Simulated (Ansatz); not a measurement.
Here is an Ansatz 0.2.0 calculation.

File input.yaml:

```yaml
crystal:
  lattice:
    - [-1.51435, 1.51435, 1.51435]
    - [1.51435, -1.51435, 1.51435]
    - [1.51435, 1.51435, -1.51435]
  atoms:
    - { symbol: V, position: [0.0, 0.0, 0.0], spin: 2.0 }
kpoints:
  mp_grid: { grid: [12, 12, 12] }
  band_path:
    path:
      - [0.0, 0.0, 0.0]
      - [0.5, -0.5, 0.5]
      - [0.0, 0.0, 0.5]
      - [0.0, 0.0, 0.0]
      - [0.25, 0.25, 0.25]
      - [0.5, -0.5, 0.5]
    npoints: 8
scf:
  occupations: { method: fermi_dirac, width: 0.05 }
hamiltonian:
  xc: blyp
  pseudopotentials: { kind: all_electron, lapw: { basis_error: 0.001 } }
magnetization:
  spin_polarized: true
output:
  forces: true
  stress: true
  eigenvalues: true
```

Potentials or basis: all-electron LAPW, scalar-relativistic.

Run with:

```bash
$ ansatz run input.yaml --threads 2 --pin off --max-ram 6144MiB --backend cpu --events-out ev --progress --plain --runs-dir out
```

Q: Predict the pressure.

A: -0.7 GPa.

Q: Estimate the net moment.

A: 0.00 μB per cell.

Levels at the corners of the path, in eV from the Fermi level:
Spin up:
```tsv
point	band 3	band 4	band 5	band 6	band 7	band 8	band 9	band 10
Γ	-37.02	-37.02	-6.36	0.35	0.35	0.35	2.31	2.31
H	-37.59	-37.59	-2.82	-2.82	3.52	3.52	3.52	10.05
N	-37.28	-37.03	-3.04	-1.11	1.74	2.29	2.64	3.90
Γ	-37.02	-37.02	-6.36	0.35	0.35	0.35	2.31	2.31
P	-37.43	-37.43	-1.06	-1.06	-1.06	2.70	2.70	10.21
H	-37.59	-37.59	-2.82	-2.82	3.52	3.52	3.52	10.05
```
Spin down:
```tsv
point	band 3	band 4	band 5	band 6	band 7	band 8	band 9	band 10
Γ	-37.02	-37.02	-6.36	0.35	0.35	0.35	2.31	2.31
H	-37.59	-37.59	-2.82	-2.82	3.52	3.52	3.52	10.05
N	-37.28	-37.03	-3.04	-1.11	1.74	2.29	2.64	3.90
Γ	-37.02	-37.02	-6.36	0.35	0.35	0.35	2.31	2.31
P	-37.43	-37.43	-1.06	-1.06	-1.06	2.70	2.70	10.21
H	-37.59	-37.59	-2.82	-2.82	3.52	3.52	3.52	10.05
```

Caveat: the starting moments weren't kept.
